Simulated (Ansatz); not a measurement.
# Preparing Si3N4 (P6_3/m) as a host crystal

Aim: the runs on the perfect crystal Si3N4 (P6_3/m) that a defect calculation needs first.

Main program and level: Ansatz 0.2.0; plane-wave PAW DFT, PBEsol; relaxation of the host's cell and atoms; PAW set soft_1, in the first sound run; inputs show where later runs differ.

## Step 1: Starting point

The structure is hexagonal, space group P6_3/m (No. 176). The conventional cell has a = 7.605 Å, b = 7.605 Å, c = 2.905 Å, α = 90.00°, β = 90.00°, γ = 120.00°. Si has 4 N at 1.73 to 1.74 Å nearest. Nearest to N lie 3 Si at 1.73 Å. Nearest to N lie 3 Si at 1.73 to 1.74 Å. Farther neighbours and most contacts between anions are not listed.

Structure file:

```xyz
14
Lattice="7.6045 0.0000 0.0000 -3.8023 6.5857 0.0000 0.0000 0.0000 2.9052" Properties=species:S:1:pos:R:3 pbc="T T T"
Si   -1.3794    5.4329    2.1789
Si    2.2099    1.5218    0.7263
Si    4.0154    3.9110    0.7263
Si   -0.2131    2.6747    2.1789
Si    1.5924    5.0639    2.1789
Si    5.1817    1.1528    0.7263
N     0.0000    4.3905    2.1789
N     3.8023    2.1952    0.7263
N     4.8233    4.4115    2.1789
N    -1.4088    6.3828    0.7263
N     2.4298    4.6144    0.7263
N     1.3725    1.9714    2.1789
N    -1.0210    2.1743    0.7263
N     5.2111    0.2029    2.1789
```

## Step 2: Host cell relaxation

Lattice and positions are set free, within the symmetry that the program keeps.

cell/input.yaml reads:

```yaml
crystal:
  lattice:
    - [7.6045444, 0.0, 0.0]
    - [-3.8022722, 6.5857287, 0.0]
    - [0.0, 0.0, 2.9051991]
  atoms:
    - { symbol: Si, position: [0.23108243, 0.82494615, 0.75] }
    - { symbol: Si, position: [0.40613628, 0.23108243, 0.25] }
    - { symbol: Si, position: [0.82494615, 0.59386372, 0.25] }
    - { symbol: Si, position: [0.17505385, 0.40613628, 0.75] }
    - { symbol: Si, position: [0.59386372, 0.76891757, 0.75] }
    - { symbol: Si, position: [0.76891757, 0.17505385, 0.25] }
    - { symbol: "N", position: [0.33333333, 0.66666667, 0.75] }
    - { symbol: "N", position: [0.66666667, 0.33333333, 0.25] }
    - { symbol: "N", position: [0.96919449, 0.6698534, 0.75] }
    - { symbol: "N", position: [0.29934109, 0.96919449, 0.25] }
    - { symbol: "N", position: [0.6698534, 0.70065891, 0.25] }
    - { symbol: "N", position: [0.3301466, 0.29934109, 0.75] }
    - { symbol: "N", position: [0.03080551, 0.3301466, 0.25] }
    - { symbol: "N", position: [0.70065891, 0.03080551, 0.75] }
basis:
  ecutwfc: 420
  xc_grid: 2
hamiltonian:
  xc: pbesol
  pseudopotentials: { kind: paw, azcp: { folder: soft_1 }, xc_functional: pbe }
kpoints:
  mp_grid: { grid: [4, 4, 10] }
scf:
  occupations: { method: fixed }
  max_iter: 100
relax:
  f_tol: 0.005
  max_steps: 60
  cell: {}
output:
  forces: true
  stress: true
checkpoint:
  write: "../cell.run"
  compress: false
  write_wavefunctions: false
  write_every: 100000
```

Command:

```console
> ansatz run input.yaml --threads 32 --pin off --max-ram 84787MiB --backend cpu --events-out ev --progress --plain --runs-dir out
```

Numbers of over 12 decimals in the logs are rounded to 6 here.

Log:

```text
[... repeated set-up lines and file paths are left out, and long positions are rounded to six places ...]
Engine: ansatz 0.2.0, aarch64-unknown-linux-gnu
Pseudopotentials: kind: paw
Pseudopotential: Si, paw, valence charge 4, recommended cutoff 420 eV (normal), soft_1/Si.paw.azcp
Pseudopotential: N, paw, valence charge 5, recommended cutoff 420 eV (normal), soft_1/N.paw.azcp
Functional definition: PBEsol
  exchange = pbesol_x
  correlation = pbesol_c
Crystal: 14 atoms, lattice volume = 145.497 Å³
Basis set: ecut = 420 eV, 2823 PW (Γ), exchange–correlation on 108×108×40 points (8 copies of the dense FFT grid, shifted against one another)
Bands: 46, of which v1, the nominal top of the filled ones, is band 32 counted from 1 (31 counted from 0)
Symmetry: 12 space group operations
Space group: P63/m (ITA 176), of the structure as read, at distance tolerance 5.3e-5 Å
k-points: 24 of 160
Non-local potential: Si, projectors of the file, l = 0: 2, l = 1: 2, l = 2: 1
Non-local potential: N, projectors of the file, l = 0: 2, l = 1: 2, l = 2: 1
PAW form: soft (Blöchl's): semilocal exchange-correlation on the pseudo side does not see the compensation charge
PAW frozen core: Si, regenerated for the run's functional, and the local potential with it (the file was generated under x = pbe(κ = 0.804, μ = 0.219515), c = pbe(β = 0.066725))
PAW frozen core: N, regenerated for the run's functional, and the local potential with it (the file was generated under x = pbe(κ = 0.804, μ = 0.219515), c = pbe(β = 0.066725))
PAW one-centre angular grid: Si, 110 points (default); XC on 64 Gauss nodes
PAW one-centre angular grid: N, 110 points (default); XC on 64 Gauss nodes
Initial density: superposition of atomic densities (chi_scale 0.1, normalization cell, long waves kept (reshape's long-wave potential 0.01 eV rms))
Initial wavefunctions: pseudopotential atomic-orbital guess
Functional: x = pbesol(κ = 0.804, μ = 0.123457), c = pbesol(β = 0.046)
SCF iter   1: F=—  HF=-6784.546925 eV  |Δ(HF+E_count)|=         —  Δρ=1.49e-1  dr2=3.38e1  Hψ=4334
preconditioner: auto → Resta (q_TF=auto, 2.379 Å⁻¹)  ε∞=3.5  [insulator: Δε(μ)=5.926 eV  Ē_g=15.452 eV  n_scr=32 (ndim 8)  ℏωp=24.6 eV  f_vac=0.009  ε∞_Penn≈3.5]
SCF iter   2: F=—  HF=-6774.248699 eV  |Δ(HF+E_count)|=    1.03e1  Δρ=4.86e-2  dr2=1.96e0  Hψ=2940
SCF iter   3: F=—  HF=-6773.875118 eV  |Δ(HF+E_count)|=   3.74e-1  Δρ=2.39e-2  dr2=4.57e-1  Hψ=989
automatic band count: iteration 3 solves 41 bands in place of 46: the levels show a gap, and the empty bands left out lie too high to hold charge; the band table lists the bands solved (type scf.n_extra_bands for more)
[...]
automatic band count: iteration 8 solves 40 bands in place of 41: the levels show a gap, and the empty bands left out lie too high to hold charge; the band table lists the bands solved (type scf.n_extra_bands for more)
[...]
SCF 1 converged in 9 iterations: F = -6773.809906 eV  dr2 = 1.61e-8
  greatest PAW one-centre occupation: 0.791 electrons in one spin orbital (limit 2), on the N atom at site 7 (counted from 0), in its partial waves of l = 0
relax step   1: F+E_penalty+E_count = -6773.80990613 eV  Δ(F+E_penalty+E_count) = +0.000e0 eV  max|allowed force component| = 5.152e-2 eV/Å  Δτ_max = 0.0000 Å  P = +1.943 GPa  Ω = 145.497 Å³  (9 SCF iters, dr2 threshold 1.00e-7 eV, accepted)
[... the SCF cycles and remarks between the steps are left out from here to the last step ...]
relax step   2: F+E_penalty+E_count = -6773.81504320 eV  Δ(F+E_penalty+E_count) = -5.137e-3 eV  max|allowed force component| = 3.926e-2 eV/Å  Δτ_max = 0.0040 Å  P = +0.983 GPa  Ω = 145.998 Å³  energy of the carried Pulay correction = -8.428e-4 eV  (5 SCF iters, dr2 threshold 1.40e-6 eV, accepted)
relax step   3: F+E_penalty+E_count = -6773.81642050 eV  Δ(F+E_penalty+E_count) = -1.377e-3 eV  max|allowed force component| = 1.267e-2 eV/Å  Δτ_max = 0.0048 Å  P = -0.009 GPa  Ω = 146.523 Å³  energy of the carried Pulay correction = -1.723e-3 eV  (5 SCF iters, dr2 threshold 1.40e-6 eV, accepted)
relax step   4: F+E_penalty+E_count = -6773.81645074 eV  Δ(F+E_penalty+E_count) = -3.024e-5 eV  max|allowed force component| = 6.044e-3 eV/Å  Δτ_max = 0.0011 Å  P = -0.006 GPa  Ω = 146.513 Å³  energy of the carried Pulay correction = -1.706e-3 eV  (5 SCF iters, dr2 threshold 1.00e-8 eV, accepted)
relax step   5: F+E_penalty+E_count = -6773.81645746 eV  Δ(F+E_penalty+E_count) = -6.723e-6 eV  max|allowed force component| = 2.486e-3 eV/Å  Δτ_max = 0.0004 Å  P = -0.002 GPa  Ω = 146.514 Å³  energy of the carried Pulay correction = -1.708e-3 eV  (5 SCF iters, dr2 threshold 2.28e-9 eV, accepted)
[...]
iter 1 solved again at ethr=1.01e-7 eV; its pass at ethr=3.10e-3 eV (dr2=6.44e-5 eV) is discarded
SCF iter   1: F=—  HF=-6773.818250 eV  |Δ(HF+E_count)|=         —  Δρ=8.94e-5  dr2=3.89e-7  Hψ=7713
[...]
SCF iter   2: F=—  HF=-6773.818253 eV  |Δ(HF+E_count)|=   2.80e-6  Δρ=4.51e-5  dr2=9.65e-8  Hψ=1674
SCF iter   3: F=—  HF=-6773.818275 eV  |Δ(HF+E_count)|=   2.15e-5  Δρ=6.21e-6  dr2=5.39e-9  Hψ=1686
SCF iter   4: F=-6773.818275 eV  HF=-6773.818275 eV  |Δ(HF+E_count)|=   3.58e-7  Δρ=3.74e-7  dr2=1.28e-10  Hψ=4757
SCF 6 converged in 4 iterations: F = -6773.818275 eV  dr2 = 1.28e-10
relax step   6: F+E_penalty+E_count = -6773.81827504 eV  Δ(F+E_penalty+E_count) = -1.818e-3 eV  max|allowed force component| = 2.468e-3 eV/Å  Δτ_max = 0.0000 Å  P = +0.020 GPa  Ω = 146.514 Å³  stress off target by 2.33e-2 GPa  SCF on the basis re-selected at this cell (its energy is not comparable with the rows above)  (4 SCF iters)
basis re-selected at this cell: Δ(F+E_penalty+E_count) = -1.818e-3 eV, ΔP = +0.022 GPa vs the last step (what re-selecting the basis moved, of the pressure what is left beyond the Pulay correction that the steps carried, after the strain that the cell walked [...]
SCF converged after 4 iterations
Free energy (F): -6773.818275 eV
Harris-Foulkes:  -6773.818275 eV  (|F-HF|=4.19e-10)
Internal energy: -6773.818275 eV  (E = F + TS)
E sigma→0 (E₀):  -6773.818275 eV
Fermi energy:    8.111577 eV
--- Per-component energies (eV) ---
  E_band       = 53.390408
  E_kinetic    = 1327.887631
  E_local      = -2027.523542  (includes V_loc(G=0)·N_el)
  E_nonlocal   = 407.838460
  E_hartree    = 713.139855
  E_xc         = -819.336420
  E_vxc        = -903.532911  (∫ρ·V_xc dr)
  E_paw        = -3977.230278  (= ΣΔE_a)
  E_vpaw       = -177.566208  (= ΣTr[D̂ρ^β])
  E_aug_tail   = 0.007170  (compensation charges beyond the density's cutoff)
  E_ewald      = -2399.015307
  E_core_change = 0.414155  (= ΣΔE_core)
  E_smearing   = -0.000000  (= −TS)
  E_closure    = 0.000000  (closes the sum)
  Σ components = -6773.818275   (vs F -6773.818275, Δ=0.00e0)
--- Forces (eV/Å), atoms counted from 1 ---
  atom   1  Si    -0.00209873     0.00130044     0.00000000
  atom   2  Si    -0.00217558    -0.00116734     0.00000000
  atom   3  Si     0.00007685     0.00246778     0.00000000
  atom   4  Si    -0.00007685    -0.00246778     0.00000000
  atom   5  Si     0.00217558     0.00116734     0.00000000
  atom   6  Si     0.00209873    -0.00130044     0.00000000
  [... 8 more lines of this table ...]
  max |Σ_I F_I| component: 3.72e-18 eV/Å
--- Stress (GPa, compression-positive) ---
        0.018574       0.000001       0.000000
       -0.000001       0.018574       0.000000
        0.000000       0.000000       0.023272
  P = ⅓ Tr σ = 0.0201 GPa (0.201 kbar)
--- Relaxed structure (5 steps of the walk, 5 accepted, 1 SCFs on fresh bases) ---
  F+E_penalty+E_count = -6773.81827504 eV   max|allowed force component| = 2.468e-3 eV/Å   (the final SCF, on the basis selected at the relaxed cell)
  cell:  # Å, volume = 146.5142 Å³
    - [7.624457, -3.52796507421537e-19, 0.0]
    - [-3.812229, 6.602974, 0.0]
    - [0.0, 0.0, 2.910256]
  atoms:
    - { symbol: Si, position: [0.232445, 0.826056, 0.750000] }
    - { symbol: Si, position: [0.406390, 0.232445, 0.250000] }
    - { symbol: Si, position: [0.826056, 0.593610, 0.250000] }
    - { symbol: Si, position: [0.173944, 0.406390, 0.750000] }
    - { symbol: Si, position: [0.593610, 0.767555, 0.750000] }
    - { symbol: Si, position: [0.767555, 0.173944, 0.250000] }
  [... 8 more lines of this table ...]
```

The job ended after 4.3 s (32 threads of Arm Neoverse V2, shared host; peak memory 0.6 GiB).

Relaxation path:

| step | energy less that of the first step (eV) | largest force component (eV/Å) | pressure (GPa) | volume (Å³) |
| --- | --- | --- | --- | --- |
| 1 | 0.0000 | 0.0515 | 1.94 | 145.50 |
| 2 | -0.0051 | 0.0393 | 0.98 | 146.00 |
| 3 | -0.0065 | 0.0127 | -0.01 | 146.52 |
| 4 | -0.0065 | 0.0060 | -0.01 | 146.51 |
| 5 | -0.0066 | 0.0025 | 0.00 | 146.51 |
| 6* | -0.0084 | 0.0025 | 0.02 | 146.51 |

Relaxation steps marked * repeat the geometry before them on a plane-wave basis chosen anew for their cell, so energy and pressure can jump there.

Forces are held to the 12 operations that the run works with; a distortion that breaks them can't arise in this run.

| conventional cell, symmetrised | before | after | change |
| --- | --- | --- | --- |
| a (Å) | 7.605 | 7.624 | +0.3 % |
| b (Å) | 7.605 | 7.624 | +0.3 % |
| c (Å) | 2.905 | 2.910 | +0.2 % |
| volume (Å³/atom) | 10.39 | 10.47 | +0.7 % |

The relaxed structure:

```
Si N
1.0
     7.62446    0.00000    0.00000
    -3.81223    6.60297    0.00000
     0.00000    0.00000    2.91026
Si N
6 8
Direct
  0.23245 0.82606 0.75000
  0.40639 0.23245 0.25000
  0.82606 0.59361 0.25000
  0.17394 0.40639 0.75000
  0.59361 0.76755 0.75000
  0.76755 0.17394 0.25000
  0.33333 0.66667 0.75000
  0.66667 0.33333 0.25000
  0.97038 0.66999 0.75000
  0.30039 0.97038 0.25000
  0.66999 0.69961 0.25000
  0.33001 0.30039 0.75000
  0.02962 0.33001 0.25000
  0.69961 0.02962 0.75000
```

Numbers from this step:

```yaml
pressure: 0.02014 GPa
```

The relaxation ends with a largest force component of 0.0025 eV/Å and a pressure of 0.02 GPa.

## Step 3: Dielectric tensors of the host

The response to a uniform electric field gives the electronic dielectric tensor.

This step: plane-wave PAW DFPT, PBEsol; dielectric tensors, Born charges and zone-centre modes of the host; PAW set soft_1 (Ansatz 0.2.0).

eps/input.yaml reads:

```yaml
crystal:
  lattice:
    - [7.6244572493, 0.0, 0.0]
    - [-3.8122286246, 6.6029736679, 0.0]
    - [0.0, 0.0, 2.9102557787]
  atoms:
    - { symbol: Si, position: [0.2324454812, 0.8260559097, 0.75] }
    - { symbol: Si, position: [0.4063895715, 0.2324454812, 0.25] }
    - { symbol: Si, position: [0.8260559097, 0.5936104285, 0.25] }
    - { symbol: Si, position: [0.1739440903, 0.4063895715, 0.75] }
    - { symbol: Si, position: [0.5936104285, 0.7675545188, 0.75] }
    - { symbol: Si, position: [0.7675545188, 0.1739440903, 0.25] }
    - { symbol: "N", position: [0.3333333333, 0.6666666667, 0.75] }
    - { symbol: "N", position: [0.6666666667, 0.3333333333, 0.25] }
    - { symbol: "N", position: [0.970384115, 0.6699911714, 0.75] }
    - { symbol: "N", position: [0.3003929436, 0.970384115, 0.25] }
    - { symbol: "N", position: [0.6699911714, 0.6996070564, 0.25] }
    - { symbol: "N", position: [0.3300088286, 0.3003929436, 0.75] }
    - { symbol: "N", position: [0.029615885, 0.3300088286, 0.25] }
    - { symbol: "N", position: [0.6996070564, 0.029615885, 0.75] }
basis:
  ecutwfc: 420
hamiltonian:
  xc: pbesol
  pseudopotentials: { kind: paw, azcp: { folder: soft_1 }, xc_functional: pbe }
kpoints:
  mp_grid: { grid: [4, 4, 8] }
scf:
  occupations: { method: fixed }
  max_iter: 100
phonons:
  method: dfpt
  dielectric: true
  rigid_motions: translations
```

Log:

```text
[...]
Crystal: 14 atoms, lattice volume = 146.514 Å³
Basis set: ecut = 420 eV, 2859 PW (Γ), exchange–correlation on 108×108×40 points (8 copies of the dense FFT grid, shifted against one another)
Bands: 46, of which v1, the nominal top of the filled ones, is band 32 counted from 1 (31 counted from 0)
Symmetry: 12 space group operations
k-points: 68 of 128 (irreducible under 1 space group operation, time reversal used)
[...]
SCF iter   1: F=—  HF=-6784.394452 eV  |Δ(HF+E_count)|=         —  Δρ=1.48e-1  dr2=3.34e1  Hψ=12264
[...]
SCF iter   2: F=—  HF=-6774.240462 eV  |Δ(HF+E_count)|=    1.02e1  Δρ=4.83e-2  dr2=1.94e0  Hψ=8459
[...]
SCF iter  11: F=-6773.818103 eV  HF=-6773.818103 eV  |Δ(HF+E_count)|=  1.16e-10  Δρ=6.62e-8  dr2=5.90e-12  Hψ=25486
SCF 1 converged in 11 iterations: F = -6773.818103 eV  dr2 = 5.90e-12
[...]
NSCF: frozen V_eff on 2 k-points
DFPT response loops at Γ: preconditioner auto → Resta (q_TF=auto, 2.377 Å⁻¹)  ε∞=3.8 (no band partly filled); β = 1.00, the filter's whole step (`scf.mixing.beta` (0.50) is not read by the response loops at its default; [...]
── the response to a field inside a basis, on 4×4×8 k-points: an SCF that follows is theirs, and a resumed run solves both again ──
Bands: 33, of which v1, the nominal top of the filled ones, is band 32 counted from 1 (31 counted from 0)
k-points: 32 of 128 (irreducible under 4 space group operations)
[...]
Eigensolver: Dense (32 Hₖ)
SCF iter   1: F=—  HF=-6773.499627 eV  |Δ(HF+E_count)|=         —  Δρ=5.37e-4  dr2=1.39e-4
[...]
SCF iter   5: F=-6773.499706 eV  HF=-6773.499706 eV  |Δ(HF+E_count)|=   1.75e-7  Δρ=5.36e-6  dr2=5.44e-8
SCF 1 converged in 5 iterations: F = -6773.499706 eV  dr2 = 5.44e-8
[...]
SCF converged after 11 iterations
[...]
0.06361   -3.17089    0.00000
         0.00000    0.00000   -2.82948
  Z* charge neutrality: 2.087e-2 e pre-enforcement
  solved inside a basis spanned on kpoints, on 4×4×8 k-points, its susceptibility summed on 6×6×12: ε∞ is read to err by 2.7e-2, Z* by 2.0e-2 e (field_mesh: kpoints solves on kpoints); Z* is corrected for what the basis lacks
  optical modes at Γ without the LO–TO term, one row a degenerate level:
      ω (cm⁻¹)  modes    IR ((D/Å)²/amu)
        174.04      2             0.0000
        195.03      1             0.0000
        216.43      2             0.0000
        234.72      1             0.0000
        258.48      1             0.0000
        292.82      2             0.0000
        348.08      1             8.7184
        386.54      1             0.0000
        406.14      2            27.9731
        428.63      2             0.0000
        441.85      1             0.0000
        540.01      1             0.0000
        548.86      2            19.1115
        601.08      2             0.0000
        638.74      1             0.0000
        708.00      1             0.0000
        841.10      1           137.3353
        850.83      2             0.0000
        854.56      2             0.0000
        868.54      1             0.0000
        879.18      2           236.2022
        911.03      2             0.0000
        921.56      1             0.0000
       1009.88      2            10.1174
       1020.93      2             0.0000
       1040.60      1             0.0000
  optical modes at Γ + LO–TO along q̂ = [1.0000, 0.0000, 0.0000]:
      ω (cm⁻¹)  modes    IR ((D/Å)²/amu)
        174.04      2             0.0000
        195.03      1             0.0000
        216.43      2             0.0000
        234.72      1             0.0000
        258.48      1             0.0000
        292.82      2             0.0000
        348.08      1             8.7184
        386.54      1             0.0000
        406.14      1            13.9865
        428.63      2             0.0000
        434.43      1             3.3665
        441.85      1             0.0000
[...]
optical modes at Γ + LO–TO along q̂ = [0.0000, 1.0000, 0.0000]:
      ω (cm⁻¹)  modes    IR ((D/Å)²/amu)
[...]
optical modes at Γ + LO–TO along q̂ = [0.0000, 0.0000, 1.0000]:
      ω (cm⁻¹)  modes    IR ((D/Å)²/amu)
[...]
638.74      1             0.0000
        708.00      1             0.0000
        850.83      2             0.0000
        854.56      2             0.0000
        868.54      1             0.0000
        879.18      2           236.2022
        911.03      2             0.0000
        921.56      1             0.0000
       1009.88      2            10.1174
       1020.93      2             0.0000
       1040.60      1             0.0000
       1085.23      1           143.4026
```

It took 44 s on 32 threads; peak memory 2.3 GiB.

In the SCF lines HF is the Harris–Foulkes energy and dr2 the Hartree energy of the density residual, in eV; the loop may stop once dr2 is under the threshold and the program's other checks hold. Hψ counts applications of the Hamiltonian.

Electronic dielectric tensor:

```
4.29 0.00 0.00
0.00 4.29 0.00
0.00 0.00 4.37
```

Static dielectric tensor:

```
8.29 0.00 0.00
0.00 8.29 0.00
0.00 0.00 8.24
```

The principal values of the electronic dielectric tensor are 4.29, 4.29 and 4.37. The principal values of the static dielectric tensor are 8.24, 8.29 and 8.29.

[end of part 1 of 3]

[Logs are printed without paths, hosts, clocks, repeated set-up lines and the standing remarks that a program may print on its own settings, such as how far it seeks lower states.]

[Hosts, paths, dates, database ids (printed as entryN), source tags and the programs' standing remarks are cut or masked in the printed files.]

[Runs of the host that timed out are not shown.]

[For some hosts the program warned that the k-mesh of the response run may be too coarse for force constants and the static dielectric constant; such warnings are not always shown.]
